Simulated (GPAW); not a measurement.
```
! title: CdS (Greenockite): one start, several treatments of the self-energy
! method: DFT, PBE, plane waves, PAW (and 3 further levels or steps)
! program: GPAW 26.7.0
! settings of one run: cutoff 450 eV, GPAW PAW setups 1.2.1 data release, 3×3×4 k-mesh, nbands 655
! cost: 6 runs, 21 min in all on 8 MPI ranks of Intel Xeon 6975P-C (Granite Rapids), shared host (the runs of this entry)
! notes: The database entry behind the starting cell differs from later determinations by our own check (about 0.35 % long). The cell and positions come from the Crystallography Open Database and are kept as given unless a step says otherwise. Limits: no spin-orbit coupling. Bands and cutoff are finite, so the gap is not at the basis limit. The miss can reach some tenths of an eV and take either sign; the mesh is an error of its own. The 3×3×4 mesh is coarse for this cell, which bears on the long-range parts of exchange and screening.
! G0W0, Godby-Needs plasmon pole: 2.084 eV
! one-shot HSE06: 2.144 eV
! G0W0, extrapolated in the cutoff: 2.171 eV
! one-shot PBE0: 2.890 eV
! G0W0, full frequency, Hilbert transform: 2.051 eV
! known limits: not at the basis limit; no spin-orbit coupling; coarse k mesh
CELL_PARAMETERS angstrom
4.15000 0.00000 0.00000
-2.07500 3.59401 0.00000
0.00000 0.00000 6.73700
ATOMIC_POSITIONS crystal
Cd 0.33333 0.66667 0.00000
Cd 0.66667 0.33333 0.50000
S 0.33333 0.66667 0.37500
S 0.66667 0.33333 0.87500
```

[Paths, hosts, dates, memory and timing lines, banners, echoed tables and standing remarks are left out of the program output.]

[Logs are printed without paths, hosts, clocks, repeated set-up lines and the standing remarks that a program may print on its own settings, such as how far it seeks lower states.]

[Runs of the session that timed out or met a known fault of the program may be left out.]

[Hosts, paths, dates, database ids (printed as entryN), source tags and the programs' standing remarks are cut or masked in the printed files.]
